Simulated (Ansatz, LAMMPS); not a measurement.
# Amorphous TiO2 at 3.34 g/cm^3 (84 atoms): geometry optimisation, part 3 of 4

How does amorphous TiO2 at 3.34 g/cm^3 (84 atoms) relax, and what do bonds, charges and levels look like afterwards?

Ansatz 0.2.0; Kohn-Sham DFT, PBE, PAW (set soft_2), plane waves.

The cell: 28 Ti and 56 O. The quench rate of 50 K/ps is many orders above laboratory rates. The network of bonds at the start is that of the classical potential that made the cell. Only the Γ point is sampled in the main run, in a cell whose shortest periodic width is 10 Å.

So far. Step 4 (Relaxation): The relaxation changed the energy by -41.4 meV/atom, and atoms moved by 0.28 Å r.m.s., 0.78 Å at most.

## (6) Single point at the relaxed geometry

The electronic structure is read at the final geometry, in a run of its own.

input.yaml

```yaml
crystal:
  lattice:
    - [10.3626, 0.0, 0.0]
    - [0.0, 10.3626, 0.0]
    - [0.0, 0.0, 10.3626]
  atoms:
    - { symbol: Ti, position: [0.34959, 0.79087, 0.58057] }
    - { symbol: Ti, position: [0.78672, 0.05119, 0.14287] }
    - { symbol: Ti, position: [0.73212, 0.75052, 0.01129] }
    - { symbol: Ti, position: [0.02617, 0.88056, 0.49581] }
    - { symbol: Ti, position: [0.2423, 0.29636, 0.00647] }
    - { symbol: Ti, position: [0.23717, 0.10087, 0.22765] }
    - { symbol: Ti, position: [0.85191, 0.67379, 0.31707] }
    - { symbol: Ti, position: [0.58465, 0.88435, 0.36412] }
    - { symbol: Ti, position: [0.78593, 0.29765, 0.70115] }
    - { symbol: Ti, position: [0.39188, 0.65385, 0.29175] }
    - { symbol: Ti, position: [0.3753, 0.08412, 0.55015] }
    - { symbol: Ti, position: [0.01872, 0.13859, 0.90253] }
    - { symbol: Ti, position: [0.60198, 0.58646, 0.67781] }
    - { symbol: Ti, position: [0.33209, 0.38123, 0.6169] }
    - { symbol: Ti, position: [0.67536, 0.15098, 0.42147] }
    - { symbol: Ti, position: [0.44111, 0.34148, 0.29288] }
    - { symbol: Ti, position: [0.97998, 0.19284, 0.39304] }
    - { symbol: Ti, position: [0.70265, 0.43878, 0.18424] }
    - { symbol: Ti, position: [0.10217, 0.78565, 0.18558] }
    - { symbol: Ti, position: [0.51495, 0.44216, 0.90458] }
    - { symbol: Ti, position: [0.43413, 0.73145, 0.90283] }
    - { symbol: Ti, position: [0.74856, 0.89306, 0.65122] }
    - { symbol: Ti, position: [0.87444, 0.4762, 0.50152] }
    - { symbol: Ti, position: [0.99642, 0.47223, 0.10422] }
    - { symbol: Ti, position: [0.00614, 0.80787, 0.84698] }
    - { symbol: Ti, position: [0.05556, 0.48507, 0.78903] }
    - { symbol: Ti, position: [0.27867, 0.99829, 0.85766] }
    - { symbol: Ti, position: [0.60203, 0.11907, 0.87459] }
    - { symbol: O, position: [0.05059, 0.79563, 0.01699] }
    - { symbol: O, position: [0.47924, 0.79646, 0.24933] }
    - { symbol: O, position: [0.07503, 0.66701, 0.77509] }
    - { symbol: O, position: [0.5743, 0.81053, 0.97334] }
    - { symbol: O, position: [0.88495, 0.18766, 0.79313] }
    - { symbol: O, position: [0.85489, 0.36671, 0.14495] }
    - { symbol: O, position: [0.29977, 0.84428, 0.93031] }
    - { symbol: O, position: [0.98617, 0.62133, 0.19991] }
    - { symbol: O, position: [0.83062, 0.78619, 0.86643] }
    - { symbol: O, position: [0.96552, 0.5193, 0.94399] }
    - { symbol: O, position: [0.92904, 0.0944, 0.04367] }
    - { symbol: O, position: [0.99579, 0.36357, 0.43565] }
    - { symbol: O, position: [0.3541, 0.3777, 0.4389] }
    - { symbol: O, position: [0.09885, 0.30792, 0.88346] }
    - { symbol: O, position: [0.4783, 0.50384, 0.24044] }
    - { symbol: O, position: [0.53229, 0.16258, 0.52442] }
    - { symbol: O, position: [0.60119, 0.38957, 0.04564] }
    - { symbol: O, position: [0.18021, 0.81054, 0.52688] }
    - { symbol: O, position: [0.67426, 0.00072, 0.77065] }
    - { symbol: O, position: [0.34962, 0.24262, 0.16917] }
    - { symbol: O, position: [0.16319, 0.41899, 0.1077] }
    - { symbol: O, position: [0.23434, 0.67461, 0.22428] }
    - { symbol: O, position: [0.92693, 0.86566, 0.64463] }
    - { symbol: O, position: [0.83598, 0.13624, 0.30287] }
    - { symbol: O, position: [0.42964, 0.71497, 0.72456] }
    - { symbol: O, position: [0.19801, 0.9335, 0.20153] }
    - { symbol: O, position: [0.43484, 0.07677, 0.88597] }
    - { symbol: O, position: [0.20103, 0.11797, 0.00075] }
    - { symbol: O, position: [0.789, 0.87602, 0.1213] }
    - { symbol: O, position: [0.3031, 0.21228, 0.65103] }
    - { symbol: O, position: [0.79757, 0.23195, 0.53561] }
    - { symbol: O, position: [0.71319, 0.46815, 0.60586] }
    - { symbol: O, position: [0.4566, 0.90871, 0.49703] }
    - { symbol: O, position: [0.92552, 0.42409, 0.68896] }
    - { symbol: O, position: [0.39424, 0.65825, 0.46918] }
    - { symbol: O, position: [0.77585, 0.5049, 0.35229] }
    - { symbol: O, position: [0.31541, 0.96094, 0.68347] }
    - { symbol: O, position: [0.63495, 0.28302, 0.80168] }
    - { symbol: O, position: [0.98095, 0.83052, 0.32557] }
    - { symbol: O, position: [0.73612, 0.61133, 0.12976] }
    - { symbol: O, position: [0.66798, 0.11519, 0.03605] }
    - { symbol: O, position: [0.93103, 0.63768, 0.48011] }
    - { symbol: O, position: [0.46938, 0.45973, 0.69999] }
    - { symbol: O, position: [0.61447, 0.29772, 0.30892] }
    - { symbol: O, position: [0.09081, 0.18596, 0.25674] }
    - { symbol: O, position: [0.71435, 0.76751, 0.35929] }
    - { symbol: O, position: [0.71373, 0.97971, 0.50173] }
    - { symbol: O, position: [0.37188, 0.33538, 0.90214] }
    - { symbol: O, position: [0.63651, 0.57979, 0.84702] }
    - { symbol: O, position: [0.19458, 0.46329, 0.67816] }
    - { symbol: O, position: [0.08283, 0.98586, 0.82631] }
    - { symbol: O, position: [0.41074, 0.57635, 0.97184] }
    - { symbol: O, position: [0.66521, 0.74439, 0.62403] }
    - { symbol: O, position: [0.61873, 0.03282, 0.28032] }
    - { symbol: O, position: [0.03953, 0.05602, 0.48931] }
    - { symbol: O, position: [0.30694, 0.09794, 0.38985] }
kpoints:
  mp_grid: { grid: [1, 1, 1] }
hamiltonian:
  xc: pbe
scf:
  occupations: { method: fermi_dirac, width: 0.025 }
output:
  forces: true
  stress: true
  populations: true
  dos:
    method: { smearing: { sigma: 0.08 } }
    de: 0.05
    projected: { site_lists: { O: [O], Ti: [Ti] } }
  eigenvalues: true
  write_density: true
  write_potential: true
  volumetric_format: npy
```

The run is started by

```
> ansatz run input.yaml --threads 4 --pin off --max-ram 8192MiB --backend cpu --events-out ev --progress --plain --runs-dir out
```

Numbers of over 12 decimals in the logs are rounded to 6 here.

What it wrote:

```text
[...]
Crystal: 84 atoms, lattice volume = 1112.772 Å³
Basis set: ecut = 420 eV, 21823 PW (Γ), exchange–correlation on 144×144×144 points (8 copies of the dense FFT grid, shifted against one another)
Bands: 420, of which v1, the nominal top of the filled ones, is band 336 counted from 1 (335 counted from 0)
Symmetry: 1 space group operations
[...]
k-points: 1
[...]
SCF iter   1: F=—  HF=-101875.361370 eV  |F-HF|=—  |Δ(HF+E_count)|=         —  Δρ=4.43e-3  dr2=2.30e-1  ethr=1.77e-3  ⟨swp⟩=4.0  Hψ=1540  notcnv=0  defer=38
[...]
SCF iter  12: F=-101875.346370 eV  HF=-101875.346370 eV  |F-HF|=5.57e-9  |Δ(HF+E_count)|=   1.09e-7  Δρ=2.15e-6  dr2=6.97e-8  ethr=1.49e-11  ⟨swp⟩=15.0  Hψ=2823  notcnv=0
SCF 1 converged in 12 iterations: F = -101875.346370 eV  dr2 = 6.97e-8
[...]
SCF converged after 12 iterations
Free energy (F): -101875.346370 eV
[...]
Internal energy: -101875.346370 eV  (E = F + TS)
E sigma→0 (E₀):  -101875.346370 eV
Fermi energy:    6.654147 eV
[...]
--- Forces (eV/Å), atoms counted from 1 ---
  atom   1  Ti     0.00709919    -0.01455666    -0.00391209
  atom   2  Ti    -0.00657904     0.00063472    -0.00184340
  atom   3  Ti    -0.00947335     0.00566522    -0.00057367
  atom   4  Ti    -0.00304320    -0.00147248    -0.01184972
  atom   5  Ti     0.01567848    -0.00435982    -0.00499346
  atom   6  Ti    -0.00353921     0.01086841    -0.01453768
  atom   7  Ti    -0.02416496     0.00431651     0.00062506
  atom   8  Ti     0.00217430    -0.02725901    -0.01617715
  atom   9  Ti    -0.00500207    -0.00111446     0.00612194
  atom  10  Ti     0.00035576     0.00846527     0.01283317
  atom  11  Ti    -0.00367405     0.00777345    -0.00191086
  atom  12  Ti     0.01667560     0.00742682     0.00748161
  atom  13  Ti    -0.00643769     0.01555136     0.00306612
  atom  14  Ti    -0.00202258    -0.01794623    -0.00418287
[...]
atom  83  O      0.00385775     0.00247626     0.00540406
  atom  84  O      0.00763431     0.00113232     0.00395538
  max |Σ_I F_I| component: 7.39e-5 eV/Å
--- Stress (GPa, compression-positive) ---
        3.006786       0.167827      -0.434793
        0.167828       2.433678      -0.100296
       -0.434793      -0.100296       1.187002
  P = ⅓ Tr σ = 2.2092 GPa (22.092 kbar)
--- Band table (eV) ---
[...]
--- Löwdin populations: 84 sites ---
  site symbol       q [e]
     0     Ti     10.6591
     1     Ti     10.6460
     2     Ti     10.6594
[...]
83      O      6.5958
  spilling = 0.003438 (of n_electrons = 672.000000)
```

It took 25 s on 4 threads of Arm Neoverse V1, shared host; peak memory 1.5 GiB.

The run gave:

* free energy: -101875.3464 eV
* free energy per atom: -1212.8017 eV/atom
* SCF cycles: 12
* pressure: 2.209 GPa
* r.m.s. force component: 0.00863 eV/Å
* longest force: 0.0361 eV/Å
* Fermi energy: 6.654 eV
* gap (highest filled to lowest empty level): 2.847 eV
* spilling of the projection: 0.003438

Löwdin charges by element and coordination (they lack the spilled electrons, 0.028 e an atom on average):

| element | coordination | atoms | mean charge (e) | spread | least | most |
| --- | --- | --- | --- | --- | --- | --- |
| O | all | 56 | -0.622 | 0.0465 | -0.723 | -0.547 |
| O | 2 | 33 | -0.589 | 0.0226 | -0.642 | -0.547 |
| O | 3 | 22 | -0.667 | 0.0256 | -0.713 | -0.624 |
| O | 4 | 1 | -0.723 | 0 | -0.723 | -0.723 |
| Ti | all | 28 | 1.33 | 0.0168 | 1.30 | 1.37 |
| Ti | 4 | 8 | 1.33 | 0.0131 | 1.31 | 1.34 |
| Ti | 5 | 16 | 1.33 | 0.0192 | 1.30 | 1.37 |
| Ti | 6 | 4 | 1.32 | 0.0108 | 1.31 | 1.33 |

Density of states as counts of states in windows of 0.5 eV (from the Fermi level), total and the larger projections:

| from (eV) | to (eV) | total | O p | Ti d |
| --- | --- | --- | --- | --- |
| -10 | -6 | 0.0 | 0.0 | 0.0 |
| -6 | -5.5 | 7.9 | 5.5 | 1.8 |
| -5.5 | -5 | 34.3 | 23.8 | 8.7 |
| -5 | -4.5 | 56.5 | 39.4 | 15.0 |
| -4.5 | -4 | 47.6 | 35.3 | 10.4 |
| -4 | -3.5 | 37.2 | 29.1 | 6.7 |
| -3.5 | -3 | 33.8 | 27.5 | 5.1 |
| -3 | -2.5 | 38.5 | 32.9 | 4.5 |
| -2.5 | -2 | 43.3 | 38.7 | 3.6 |
| -2 | -1.5 | 32.6 | 30.3 | 1.8 |
| -1.5 | -1 | 4.3 | 4.1 | 0.2 |
| -1 | 1 | 0.0 | 0.0 | 0.0 |
| 1 | 1.5 | 2.1 | 0.2 | 1.9 |
| 1.5 | 2 | 28.1 | 2.2 | 25.1 |
| 2 | 2.5 | 40.0 | 4.4 | 34.0 |
| 2.5 | 3 | 37.1 | 5.8 | 29.3 |

Between -26 and -10 eV lie 112 more states.

The stored curve holds about 448 of the 672 electrons; the rest, give or take the few that broadening carries across the Fermi level, lie in deeper levels below its range.

The levels nearest the highest filled one (over half full), pooled over k-points and spins:

| level less the highest filled one (eV) | occupation |
| --- | --- |
| -0.216 | 2 |
| -0.175 | 2 |
| -0.107 | 2 |
| -0.0971 | 2 |
| -0.0028 | 2 |
| 0 | 2 |
| 2.85 | 0 |
| 3.02 | 0 |
| 3.11 | 0 |
| 3.12 | 0 |
| 3.14 | 0 |
| 3.19 | 0 |

Valence density in the ac plane at fractional y = 0.101, with atoms of Ti and O within 0.2 Å of it. It is the smooth field of the valence electrons, not physical close to the nuclei.

Ten even steps from '_' (0.0 e/Å³) to '@' (9.1 e/Å³), each cell a mean:
```
....____..====::____________________......____________....
++==..______..________..::::..__::----..________________::
**++..________________::++++::..++@@##::________________::
::..__________________..::::....==##**..__________________
__________________________________....____________________
__________________________________________________________
__________________________________________________________
__________________________________________________________
__________________________________________________________
__________________..==++::________________________________
__________________--%%@@++..__..__________________________
::::..____________..++**--__......________________________
::--..____________....________________....________________
....__________..--==::______________..==--..______________
______________::**##--______________..::::________________
______________..----..________________________..::..______
____________......__________________..________::==::______
__________::**##--__________________..________..::..______
__________--@@@@++________________________________________
__________..====::__________________________::--..________
__________________________________________..====..________
____________________________________..::........__..::::..
__________::::..____________________--**==..______::++**--
________..++**::____________________--++==..______..==++::
```
Columns run along a (10.4 Å), rows up along c (10.4 Å). Atoms in or near the plane, at fractional coordinates: Ti at (0.24, 0.23), Ti at (0.38, 0.55), Ti at (0.60, 0.87), O at (0.93, 0.04), O at (0.20, 0.00), O at (0.67, 0.04), O at (0.31, 0.39).

Electrostatic potential energy in the ac plane at fractional y = 0.101, with atoms of Ti and O within 0.2 Å of it. With pseudopotentials it is smooth inside the atoms' cores, unlike the true potential.

Ten even steps from '_' (-32 eV) to '@' (13 eV), each cell a mean:
```
--==**%%**..__==%%@@@@@@@@@@@@%%##**++++##@@@@@@@@@@##**++
____--##%%####%%%%%%@@**----****::....==##@@@@@@@@@@%%++::
____::**%%%%%%####%%%%--____====______::**%%@@@@@@@@%%++..
::--++##%%%%%%######%%**::--**==..____::##%%@@@@@@@@%%##==
####%%%%@@%%%%%%##%%@@@@%%%%%%##==----**%%@@@@@@@@@@@@%%%%
@@@@@@@@@@@@@@%%%%@@@@@@@@@@@@%%%%##%%%%@@@@@@@@@@@@@@@@@@
@@@@@@@@@@@@@@@@@@@@@@@@@@@@@@@@@@@@@@@@@@@@@@@@@@@@@@@@@@
@@@@@@@@@@@@@@@@@@@@%%%%%%@@@@@@@@@@@@@@@@@@@@@@@@@@@@@@@@
@@@@@@@@@@@@@@@@%%##++++**%%@@@@@@@@@@@@@@@@@@@@@@@@@@@@@@
@@@@@@@@@@@@@@%%##--..__::++%%@@@@@@@@@@@@@@@@@@@@@@@@@@@@
@@%%@@@@@@@@@@%%**..______==##**##@@@@@@@@@@@@@@@@@@@@@@@@
==::++@@@@@@@@%%**::____..++##++**%%%%####%%@@@@@@@@@@@@%%
--::++@@@@@@@@@@##++====**%%%%%%%%##==::--++##@@@@@@@@%%##
****%%@@@@@@@@**..__==%%%%@@@@@@%%**::__..--##%%@@@@%%##**
**##%%@@@@@@@@==____::%%@@@@@@@@%%**--..::==##%%%%%%%%##**
##%%@@@@@@%%%%**::::++@@@@@@@@@@@@%%**++**##%%++--++%%####
%%@@@@%%%%**==--==##%%@@@@@@@@@@@@%%##%%%%%%##::__::##%%%%
@@@@@@%%**::____..++%%@@@@@@@@@@@@%%##%%%%%%%%++--++%%@@@@
@@@@@@%%**..______==##@@@@@@@@@@@@@@@@@@%%##++++**%%@@@@@@
@@@@@@@@##--....::**%%@@@@@@@@@@@@@@@@@@##==::..--##%%@@@@
@@@@@@@@%%##++++**%%@@@@@@@@@@@@@@@@@@%%##--..__::**%%@@@@
@@@@@@@@@@%%%%%%%%@@@@@@@@@@@@@@@@@@##==++++--::==**----**
%%@@@@@@%%====##@@@@@@@@@@@@@@@@@@%%::____++######==____..
##%%%%%%==____--%%@@@@@@@@@@@@@@@@##::__..**@@@@@@**..__::
```
Columns run along a (10.4 Å; values clipped at the 3rd and 97th percentile), rows up along c (10.4 Å). Atoms in or near the plane, at fractional coordinates: Ti at (0.24, 0.23), Ti at (0.38, 0.55), Ti at (0.60, 0.87), O at (0.93, 0.04), O at (0.20, 0.00), O at (0.67, 0.04), O at (0.31, 0.39).

Mean Löwdin charges: O -0.62, Ti +1.33 e (they miss 0.34 % of the electrons, so they add up to more than the cell's charge). The largest share in the top eV of filled states is O p (92 % of the projected weight), and in the lowest eV of empty states Ti d (89 % of the projected weight).

The surroundings of Ti18, which has 6 bonded neighbours where the commonest count for Ti is 5, nearest first, numbered as they follow in the input and with coordinates relative to it.

| atom | x | y | z | distance (Å) | bonds | Löwdin charge (e) |
| --- | --- | --- | --- | --- | --- | --- |
| Ti18 | 0.00 | 0.00 | 0.00 | 0.00 | 6 | 1.33 |
| O34 | 1.58 | -0.75 | -0.41 | 1.79 | 2 | -0.59 |
| O45 | -1.05 | -0.51 | -1.44 | 1.85 | 2 | -0.57 |
| O68 | 0.35 | 1.79 | -0.56 | 1.91 | 3 | -0.68 |
| O64 | 0.76 | 0.69 | 1.74 | 2.02 | 3 | -0.63 |
| O72 | -0.91 | -1.46 | 1.29 | 2.15 | 3 | -0.68 |
| O43 | -2.32 | 0.67 | 0.58 | 2.49 | 3 | -0.62 |
| Ti16 | -2.71 | -1.01 | 1.13 | 3.10 | 4 | 1.34 |
| Ti24 | 3.04 | 0.35 | -0.83 | 3.17 | 4 | 1.31 |
| Ti7 | 1.55 | 2.44 | 1.38 | 3.20 | 6 | 1.31 |
| Ti20 | -1.95 | 0.04 | -2.90 | 3.49 | 6 | 1.31 |
| O36 | 2.94 | 1.89 | 0.16 | 3.50 | 3 | -0.67 |
| O52 | 1.38 | -3.14 | 1.23 | 3.64 | 3 | -0.67 |

The column of bonds counts only the pairs O-Ti within 2.64 Å; other neighbours, such as metal atoms beside each other in a compound, aren't counted, and periodic images can show an atom twice.

## (7) K-mesh 2×2×2

A denser mesh tests the sampling of the Brillouin zone.

Changes to input.yaml since step 6:

```diff
@@ -8,3 +8,3 @@
 kpoints:
-  mp_grid: { grid: [1, 1, 1] }
+  mp_grid: { grid: [2, 2, 2] }
 hamiltonian:
@@ -22,4 +22 @@
   eigenvalues: true
-  write_density: true
-  write_potential: true
-  volumetric_format: npy
```

What it wrote:

```text
[...]
Crystal: 84 atoms, lattice volume = 1112.772 Å³
Basis set: ecut = 420 eV, 21823 PW (Γ), exchange–correlation on 144×144×144 points (8 copies of the dense FFT grid, shifted against one another)
Bands: 420, of which v1, the nominal top of the filled ones, is band 336 counted from 1 (335 counted from 0)
Symmetry: 1 space group operations
[...]
k-points: 8
[...]
SCF iter   1: F=—  HF=-101875.348223 eV  |F-HF|=—  |Δ(HF+E_count)|=         —  Δρ=4.39e-3  dr2=2.25e-1  ethr=1.77e-3  ⟨swp⟩=4.1  Hψ=12311  notcnv=0  defer=304
[...]
SCF iter  11: F=—  HF=-101875.333619 eV  |F-HF|=—  |Δ(HF+E_count)|=   1.50e-7  Δρ=3.46e-6  dr2=1.78e-7  ethr=1.13e-10  ⟨swp⟩=2.0  Hψ=4133  notcnv=0  defer=616
SCF iter  12: F=-101875.333619 eV  HF=-101875.333619 eV  |F-HF|=4.29e-9  |Δ(HF+E_count)|=   1.04e-7  Δρ=2.09e-6  dr2=6.69e-8  ethr=1.49e-11  ⟨swp⟩=11.1  Hψ=13797  notcnv=0
SCF 1 converged in 12 iterations: F = -101875.333619 eV  dr2 = 6.69e-8
[...]
SCF converged after 12 iterations
Free energy (F): -101875.333619 eV
[...]
Internal energy: -101875.333619 eV  (E = F + TS)
E sigma→0 (E₀):  -101875.333619 eV
Fermi energy:    6.664457 eV
[...]
Σ components = -101875.333619   (vs F -101875.333619, Δ=0.00e0)
--- Forces (eV/Å), atoms counted from 1 ---
  atom   1  Ti     0.03441930    -0.01033644    -0.00120403
  atom   2  Ti    -0.00874510     0.00448400    -0.00060153
  atom   3  Ti     0.00350808    -0.00493917     0.00090611
  atom   4  Ti     0.02802788    -0.01273914    -0.02062164
[...]
atom  84  O      0.01236338     0.00707144    -0.01172018
  max |Σ_I F_I| component: 6.97e-5 eV/Å
--- Stress (GPa, compression-positive) ---
        3.011621       0.169878      -0.438622
        0.169878       2.422217      -0.094203
       -0.438622      -0.094203       1.196350
  P = ⅓ Tr σ = 2.2101 GPa (22.101 kbar)
--- Band table (eV; the first three rows and the last of 8) ---
[...]
--- Löwdin populations: 84 sites ---
  site symbol       q [e]
     0     Ti     10.6563
     1     Ti     10.6443
     2     Ti     10.6574
[...]
83      O      6.5964
  spilling = 0.003437 (of n_electrons = 672.000000)
```

Run time: 4 min. Hardware: 4 threads; peak memory 5.9 GiB.

The program notes that it cut back its work space to fit the memory limit.

Geometry and reference: those of the single point at the relaxed geometry.

Forces differ from those of the single point at the relaxed geometry by 12 meV/Å r.m.s.; the energy by +0.15 meV/atom and the gap by -0.042 eV. It took 4 min and 12 cycles; the reference's time can't be set against it, since the two runs asked for unlike analyses.

(Continued in part 4 of 4.)

[Logs are printed without paths, hosts, clocks, repeated set-up lines and the standing remarks that a program may print on its own settings, such as how far it seeks lower states.]

[Hosts, paths, dates, database ids (printed as entryN), source tags and the programs' standing remarks are cut or masked in the printed files.]
